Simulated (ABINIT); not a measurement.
Planning a run of ABINIT 10.8.3 on GaN (P6_3mc). The input:

```
acell 3*1.0 Angstrom
rprim 
  3.190000000016 -0.000000000004 0.000000000000
  -1.595000000005 2.762621038088 0.000000000000
  0.000000000000 0.000000000000 5.189000000000
ntypat 2
znucl 31 7
natom 4
typat 1 1 2 2
xred 
  0.666666666667 0.333333333333 0.000000000000
  0.333333333333 0.666666666667 0.500000000000
  0.666666666667 0.333333333333 0.375000000000
  0.333333333333 0.666666666667 0.875000000000
pp_dirpath "pseudos"
pseudos "Ga.upf, N.upf"
ecut 45
ngkpt 3 3 2
nshiftk 1
shiftk 0 0 0
kptopt 1
chksymbreak 0
istwfk *1
occopt 1
irdwfk 1
optdriver 4
nband 60
gwcalctyp 28
ecutsigx 45
symsigma 0
nkptgw 6
kptgw 
  0.0000000000 0.0000000000 0.0000000000
  0.3333333333 0.0000000000 0.0000000000
  0.3333333333 0.3333333333 0.0000000000
  0.0000000000 0.0000000000 0.5000000000
  0.3333333333 0.0000000000 0.5000000000
  0.3333333333 0.3333333333 0.5000000000
bdgw 
  21 34
  21 34
  21 34
  21 34
  21 34
  21 34
ecuteps 4
irdscr 1
ppmodel 1
irdqps 1
rhoqpmix 0.3
indata_prefix "in"
outdata_prefix "out"
tmpdata_prefix "tmp"
```

The database entry behind the starting cell has ideal inner coordinates that were not refined, so it need not match the best structure at ambient conditions.

```sh
OMP_NUM_THREADS=1 mpirun -n 4 abinit run.abi > log
```

**Question.** Estimate wall time and host memory on 4 MPI ranks of Arm Neoverse V1, shared host.

It took 24 s; on shared hardware allow 12 s to 48 s. Peak host memory was 1.0 GiB.

[Paths, hosts, dates, memory and timing lines, banners, echoed tables and standing remarks are left out of the program output.]

[Logs are printed without paths, hosts, clocks, repeated set-up lines and the standing remarks that a program may print on its own settings, such as how far it seeks lower states.]

[Runs of the session that timed out or met a known fault of the program may be left out.]

[Hosts, paths, dates, database ids (printed as entryN), source tags and the programs' standing remarks are cut or masked in the printed files.]

[G0W0 gaps are taken among the corrected bands and points alone; a level outside them can change the order at an edge.]

[Where Ansatz stands beside ABINIT at settings called matched, ABINIT's density can come from a denser mesh and the files from another edition; pairs whose starting gaps differed by over 0.03 eV were left out, so agreement reads better than it is.]
